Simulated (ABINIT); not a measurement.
The system is Ga.

```xyz
1
Lattice="-1.3844 1.3844 2.3112 1.3844 -1.3844 2.3112 1.3844 1.3844 -2.3112" Properties=species:S:1:pos:R:3 pbc="T T T"
Ga    0.0000    0.0000    0.0000
```

This isn't the form of Ga at room conditions, which is orthorhombic.

| Item | Value |
| --- | --- |
| Program | ABINIT 10.8.3 (patched build) |
| Task | single point |
| Functional | PBE |
| Potentials or basis | JTH PAW PBE v2.0 |
| Cutoff | 463 eV |
| k mesh | 13 × 13 × 13 |
| Occupations | fermi-dirac, width 0.05 eV |
| Spin | no spin polarisation |

On this cell: pressure 3.3 GPa; band gap on the k mesh none (metal or under the smearing width).

The same run follows on a disturbed copy (cell strained at random at fixed volume):

```
CELL_PARAMETERS angstrom
-1.34574 1.36748 2.27974
1.38532 -1.38141 2.31180
1.38426 1.41993 -2.28809
ATOMIC_POSITIONS crystal
Ga 0.00017 0.01188 0.01187
```

Task: What changes?

Result: The energy (extrapolated to zero smearing) moves by +0.2 meV/atom; pressure 3.4 GPa; band gap on the k mesh none (metal or under the smearing width).

Stress tensor (GPa, compression positive):
```
 3.76  0.16 -0.03
 0.16  3.58 -0.13
-0.03 -0.13  2.97
```
